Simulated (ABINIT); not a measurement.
# GaN (F-43m) in ABINIT: notebook, part 2 of 2

ABINIT 10.8.3 (patched build). Earlier steps stand in the parts before.

## (3) Band structure, HCTH407

run.abi

```
# Datasets: ground state, then fixed potential
ndtset 2

# Pseudopotentials
pp_dirpath "./"
pseudos "Ga.upf, N.upf"

# Structure
acell 3*1.0
rprim
     0.0000000000     4.2584989699     4.2584989699
     4.2584989699     0.0000000000     4.2584989699
     4.2584989699     4.2584989699     0.0000000000
ntypat 2
znucl 31 7
natom 2
typat 1 2
xred
     0.0000000000     0.0000000000     0.0000000000
     0.2500000000     0.2500000000     0.2500000000

# Plane-wave basis
ecut 42.0

# Exchange and correlation
ixc 27

# Bands and occupations
occopt 3
tsmear 0.00183747

# SCF cycle
nstep 100

# Output
iomode 3
prtwf 0
prteig 0
prtebands 0
enunit 2
prtden1 1

# Dataset 1
kptopt1 1
ngkpt1 10 10 10
nshiftk1 1
shiftk1 0.0 0.0 0.0
nband1 13
tolvrs1 1.0e-10

# Dataset 2: bands along G-X-W-K-G-L-U-W-L-K
iscf2 -2
getden2 1
nband2 17
nbdbuf2 2
tolwfr2 1.0e-12
kptopt2 -9
ndivsm2 8
prteig2 1
kptbounds2
     0.0000000000     0.0000000000     0.0000000000
     0.5000000000     0.0000000000     0.5000000000
     0.5000000000     0.2500000000     0.7500000000
     0.3750000000     0.3750000000     0.7500000000
     0.0000000000     0.0000000000     0.0000000000
     0.5000000000     0.5000000000     0.5000000000
     0.6250000000     0.2500000000     0.6250000000
     0.5000000000     0.2500000000     0.7500000000
     0.5000000000     0.5000000000     0.5000000000
     0.3750000000     0.3750000000     0.7500000000
```

Potentials or basis: PseudoDojo NC SR PBE v0.4.1 standard.

The run is started by

```
$ abinit run.abi > log 2>&1
```

run.abo:

```text
.Version 10.8.3 of ABINIT
 DATASET    1 : space group F-4 3 m (#216); Bravais cF (face-center cubic)
================================================================================
 Values of the parameters that define the memory need for DATASET  1.
     intxc =       0    ionmov =       0      iscf =       7    lmnmax =       6
     lnmax =       6     mgfft =      36  mpssoang =       3    mqgrid =    3001
     natom =       2  nloc_mem =       1    nspden =       1   nspinor =       1
    nsppol =       1      nsym =      24    n1xccc =    2501    ntypat =       2
    occopt =       3   xclevel =       2
       mpw =        2020          nfft =       46656          nkpt =          47
================================================================================
================================================================================

 DATASET    2 : space group F-4 3 m (#216); Bravais cF (face-center cubic)
================================================================================
 Values of the parameters that define the memory need for DATASET  2.
     intxc =       0    ionmov =       0      iscf =      -2    lmnmax =       6
     lnmax =       6     mgfft =      36  mpssoang =       3    mqgrid =    3001
     natom =       2  nloc_mem =       1    nspden =       1   nspinor =       1
    nsppol =       1      nsym =      24    n1xccc =    2501    ntypat =       2
    occopt =       3   xclevel =       2
       mpw =        2040          nfft =       46656          nkpt =         139
================================================================================
================================================================================

--------------------------------------------------------------------------------
------------- Echo of variables that govern the present computation ------------
--------------------------------------------------------------------------------
 -outvars: echo values of preprocessed input variables --------
            acell      1.0000000000E+00  1.0000000000E+00  1.0000000000E+00 Bohr
              amu      6.97230000E+01  1.40067400E+01
             ecut      4.20000000E+01 Hartree
           enunit           2
           getden1          0
           getden2          1
             iscf1          7
             iscf2         -2
                       outvar_i_n : Printing only first  50 k-points.
              ixc          27
           jdtset        1    2
                       outvar_i_n : Printing only first  50 k-points.
           kptopt1          1
           kptopt2         -9
         kptrlatt       10    0    0      0   10    0      0    0   10
          kptrlen1     6.02242700E+01
          kptrlen2     3.00000000E+01
            natom           2
            nband1         13
            nband2         17
           nbdbuf1          0
           nbdbuf2          2
           ndtset           2
           ndivsm1          0
           ndivsm2          8
            ngfft          36      36      36
             nkpt1         47
             nkpt2        139
            nstep         100
             nsym          24
           ntypat           2
           occopt           3
[... 1228 lines left out ...]
...

 Integrated electronic density in atomic spheres:
 ------------------------------------------------
 Atom  Sphere_radius  Integrated_density
    1        2.00000         10.87825205
    2        2.00000          5.29306290
================================================================================

 ----iterations are completed or convergence reached----

 Mean square residual over all n,k,spin=   50.231E-14; max=  99.981E-14
 reduced coordinates (array xred) for    2 atoms
       0.000000000000      0.000000000000      0.000000000000
       0.250000000000      0.250000000000      0.250000000000

 cartesian coordinates (angstrom) at end:
    1      0.00000000000000     0.00000000000000     0.00000000000000
    2      1.12675030299809     1.12675030299809     1.12675030299809
 length scales=  1.000000000000  1.000000000000  1.000000000000 bohr
              =  0.529177210544  0.529177210544  0.529177210544 angstroms
 Eigenvalues (hartree) for nkpt= 139  k points:
 kpt#   1, nband= 17, wtk=  1.00000, kpt=  0.0000  0.0000  0.0000 (reduced coord)
  -0.38974   -0.33348   -0.33348   -0.33348   -0.32375   -0.32375    0.18891    0.18891
   0.18891    0.26833    0.58251    0.58251    0.58251    0.86520    0.89963    0.89963
   0.89963
 kpt#   2, nband= 17, wtk=  1.00000, kpt=  0.0217  0.0000  0.0217 (reduced coord)
  -0.38954   -0.33344   -0.33344   -0.33337   -0.32376   -0.32374    0.18636    0.18836
   0.18836    0.27098    0.58087    0.58309    0.58309    0.86625    0.88100    0.90083
   0.90083
 kpt#   3, nband= 17, wtk=  1.00000, kpt=  0.0435  0.0000  0.0435 (reduced coord)
  -0.38893   -0.33332   -0.33332   -0.33302   -0.32381   -0.32370    0.17953    0.18674
   0.18674    0.27806    0.57612    0.58480    0.58480    0.84815    0.87724    0.90442
   0.90442
 kpt#   4, nband= 17, wtk=  1.00000, kpt=  0.0652  0.0000  0.0652 (reduced coord)
  -0.38794   -0.33313   -0.33313   -0.33242   -0.32389   -0.32364    0.17002    0.18409
   0.18409    0.28794    0.56871    0.58759    0.58759    0.81899    0.88833    0.91038
   0.91038
 kpt#   5, nband= 17, wtk=  1.00000, kpt=  0.0870  0.0000  0.0870 (reduced coord)
[... 524 lines left out ...]
  -0.37104   -0.32977   -0.32650   -0.32504   -0.32261   -0.24377   -0.02323    0.04902
   0.12260    0.40897    0.48714    0.59450    0.65481    0.73384    0.92441    1.03481
   1.07829
 kpt# 137, nband= 17, wtk=  1.00000, kpt=  0.3929  0.3929  0.7143 (reduced coord)
  -0.37095   -0.32968   -0.32604   -0.32519   -0.32260   -0.24177   -0.01993    0.04267
   0.11908    0.40178    0.48942    0.60066    0.66208    0.72176    0.93255    1.04302
   1.09281
 kpt# 138, nband= 17, wtk=  1.00000, kpt=  0.3839  0.3839  0.7321 (reduced coord)
  -0.37089   -0.32963   -0.32567   -0.32528   -0.32254   -0.24033   -0.01828    0.03985
   0.11593    0.39505    0.48985    0.60698    0.66830    0.71205    0.94296    1.04510
   1.10564
 kpt# 139, nband= 17, wtk=  1.00000, kpt=  0.3750  0.3750  0.7500 (reduced coord)
  -0.37088   -0.32961   -0.32541   -0.32532   -0.32244   -0.23965   -0.01826    0.04075
   0.11323    0.38898    0.48870    0.61225    0.67336    0.70529    0.95550    1.04423
   1.11266
 Eigenvalues (   eV  ) for nkpt= 139  k points:
 kpt#   1, nband= 17, wtk=  1.00000, kpt=  0.0000  0.0000  0.0000 (reduced coord)
 -10.60545   -9.07455   -9.07455   -9.07455   -8.80960   -8.80960    5.14055    5.14055
   5.14055    7.30172   15.85104   15.85104   15.85104   23.54319   24.48011   24.48011
  24.48011
 kpt#   2, nband= 17, wtk=  1.00000, kpt=  0.0217  0.0000  0.0217 (reduced coord)
 -10.59983   -9.07346   -9.07346   -9.07145   -8.81007   -8.80929    5.07104    5.12563
   5.12563    7.37369   15.80636   15.86665   15.86665   23.57195   23.97336   24.51276
  24.51276
 kpt#   3, nband= 17, wtk=  1.00000, kpt=  0.0435  0.0000  0.0435 (reduced coord)
 -10.58323   -9.07021   -9.07021   -9.06198   -8.81141   -8.80836    4.88539    5.08142
   5.08142    7.56628   15.67704   15.91310   15.91310   23.07943   23.87101   24.61052
  24.61060
 kpt#   4, nband= 17, wtk=  1.00000, kpt=  0.0652  0.0000  0.0652 (reduced coord)
 -10.55643   -9.06482   -9.06482   -9.04565   -8.81339   -8.80683    4.62647    5.00946
   5.00946    7.83526   15.47541   15.98924   15.98924   22.28591   24.17280   24.77280
  24.77283
 kpt#   5, nband= 17, wtk=  1.00000, kpt=  0.0870  0.0000  0.0870 (reduced coord)
[... 525 lines left out ...]
   3.33610   11.12877   13.25563   16.17707   17.81823   19.96890   25.15441   28.15857
  29.34180
 kpt# 137, nband= 17, wtk=  1.00000, kpt=  0.3929  0.3929  0.7143 (reduced coord)
 -10.09395   -8.97107   -8.87203   -8.84882   -8.77843   -6.57894   -0.54244    1.16116
   3.24026   10.93308   13.31778   16.34492   18.01600   19.64012   25.37593   28.38204
  29.73693
 kpt# 138, nband= 17, wtk=  1.00000, kpt=  0.3839  0.3839  0.7321 (reduced coord)
 -10.09252   -8.96974   -8.86204   -8.85123   -8.77687   -6.53972   -0.49752    1.08426
   3.15458   10.74988   13.32938   16.51688   18.18528   19.37579   25.65917   28.43851
  30.08613
 kpt# 139, nband= 17, wtk=  1.00000, kpt=  0.3750  0.3750  0.7500 (reduced coord)
 -10.09203   -8.96925   -8.85497   -8.85242   -8.77391   -6.52124   -0.49684    1.10879
   3.08110   10.58456   13.29816   16.66023   18.32317   19.19200   26.00053   28.41491
  30.27700

== END DATASET(S) ==============================================================
================================================================================

 -outvars: echo values of variables after computation  --------
            acell      1.0000000000E+00  1.0000000000E+00  1.0000000000E+00 Bohr
           etotal1    -8.7777897263E+01
            fcart1    -0.0000000000E+00 -0.0000000000E+00 -0.0000000000E+00
                      -0.0000000000E+00 -0.0000000000E+00 -0.0000000000E+00
            rprim      0.0000000000E+00  4.2584989699E+00  4.2584989699E+00
                       4.2584989699E+00  0.0000000000E+00  4.2584989699E+00
                       4.2584989699E+00  4.2584989699E+00  0.0000000000E+00
           strten1    -2.0702486145E-04 -2.0702486145E-04 -2.0702486145E-04
                       0.0000000000E+00  0.0000000000E+00  0.0000000000E+00
           xangst      0.0000000000E+00  0.0000000000E+00  0.0000000000E+00
                       1.1267503030E+00  1.1267503030E+00  1.1267503030E+00
             xred      0.0000000000E+00  0.0000000000E+00  0.0000000000E+00
                       2.5000000000E-01  2.5000000000E-01  2.5000000000E-01
 Calculation completed.
```

Wall time 2.3 min (1 thread of Arm Neoverse V1, shared host); peak memory 0.14 GiB.

What came out:

| Item | Value |
| --- | --- |
| Free energy | -2388.5583 eV |
| Pressure | 6.1 GPa |
| Band gap on the k mesh | 2.16 eV, direct |
| Band gap along the path | 2.16 eV, direct |
| Valence electrons inside the program's atomic spheres | Ga 10.88; N 5.29 |

Levels at the corners of the path, in eV from the valence-band top:
```csv
point,band 6,band 7,band 8,band 9,band 10,band 11,band 12,band 13
Γ,-13.95,0.00,0.00,0.00,2.16,10.71,10.71,10.71
X,-11.78,-5.92,-2.56,-2.56,3.83,7.07,12.18,14.30
W,-11.55,-5.47,-3.53,-3.41,6.59,8.63,10.68,11.67
K,-11.66,-5.64,-4.03,-2.06,5.44,8.16,11.52,13.18
Γ,-13.95,0.00,0.00,0.00,2.16,10.71,10.71,10.71
L,-12.31,-6.75,-0.92,-0.92,5.08,9.11,10.74,10.74
U,-11.66,-5.64,-4.03,-2.06,5.44,8.16,11.52,13.18
W,-11.55,-5.47,-3.53,-3.41,6.59,8.63,10.68,11.67
L,-12.31,-6.75,-0.92,-0.92,5.08,9.11,10.74,10.74
K,-11.66,-5.64,-4.03,-2.06,5.44,8.16,11.52,13.18
```

Caveat: the potentials were made for another functional, which shifts forces and pressure.

## (4) Equation of state, revPBE

run.abi

```
# Datasets: one volume each
ndtset 7
getwfk -1
scalecart1 3*0.9795861087
scalecart2 3*0.9864848297
scalecart3 3*0.9932883884
scalecart4 3*1.0000000000
scalecart5 3*1.0066227096
scalecart6 3*1.0131594038
scalecart7 3*1.0196128224

# Pseudopotentials
pp_dirpath "./"
pseudos "Ga.GGA_PBE-JTH.xml, N.GGA_PBE-JTH.xml"

# Structure
acell 3*1.0
rprim
     0.0000000000     4.2584989699     4.2584989699
     4.2584989699     0.0000000000     4.2584989699
     4.2584989699     4.2584989699     0.0000000000
ntypat 2
znucl 31 7
natom 2
typat 1 2
xred
     0.0000000000     0.0000000000     0.0000000000
     0.2500000000     0.2500000000     0.2500000000

# Plane-wave basis
ecut 25.0
pawecutdg 47.0

# k points
kptopt 1
ngkpt 10 10 10
nshiftk 1
shiftk 0.0 0.0 0.0

# Exchange and correlation
ixc 14

# Bands and occupations
nband 13
occopt 3
tsmear 0.05 eV

# SCF cycle
nstep 100
tolvrs 1.0e-9

# Output
iomode 3
prtwf 1
prtden 0
prteig 0
prtebands 0
enunit 2
```

Potentials or basis: JTH PAW PBE v2.0.

The run is started by

```
$ abinit run.abi > log 2>&1
```

Run time: 2.1 min. Hardware: 1 thread of Arm Neoverse V1, shared host; peak memory 0.14 GiB.

Results (log left out):

```yaml
Equilibrium_volume: 12.01 Å³/atom
Bulk_modulus: 161 GPa
Pressure_derivative_of_the_bulk_modulus: 4.7
```

Energy against volume, from the lowest point:
```tsv
volume (Å³/atom)	energy (meV/atom)
10.757	80.38
10.986	51.40
11.215	29.60
11.444	14.16
11.673	4.54
11.902	0.00
12.131	0.11
```

Caveat: the cutoff is too short for stress, so the log's stress isn't used; pressures at fixed basis lie under the slope of the energies; the PAW data sets were made with another functional, which shifts forces and pressure a little.

## (5) Summary

| task | level | potentials or basis | cutoff (eV) | fine-grid cutoff | V0 of scaled cells (Å³/atom) | B0 (GPa) |
| --- | --- | --- | --- | --- | --- | --- |
| equation of state | PBE | JTH PAW PBE v2.0 | 680 | 1278.94 eV | 11.80 | 171 |
| band structure | HCTH407 | PseudoDojo NC SR PBE v0.4.1 standard | 1143 | - | - | - |
| equation of state | revPBE | JTH PAW PBE v2.0 | 680 | 1278.94 eV | 12.01 | 161 |

Alike in all rows: no spin polarisation; cell as given; k mesh 10 × 10 × 10; smearing fermi-dirac 0.05 eV.

Caveats: pressures at fixed basis lie under the slope of the energies (some runs); the potentials were made for another functional, which shifts forces and pressure (some runs); the PAW data sets were made with another functional, which shifts forces and pressure a little (some runs).

Absolute energies hang on the potentials; compare differences alone.

## (6) Against experiment

Step 3. Against the measured gap of GaN, 3.299 eV (direct; 0 K; a printed reference work, textbook), the calculated 2.16 eV is off by -1.14 eV. Spin-orbit coupling on Ga is left out. The value is that of HCTH407, without temperature or zero-point motion. The cell is a database's relaxed one, not the measured one, which moves gaps too.
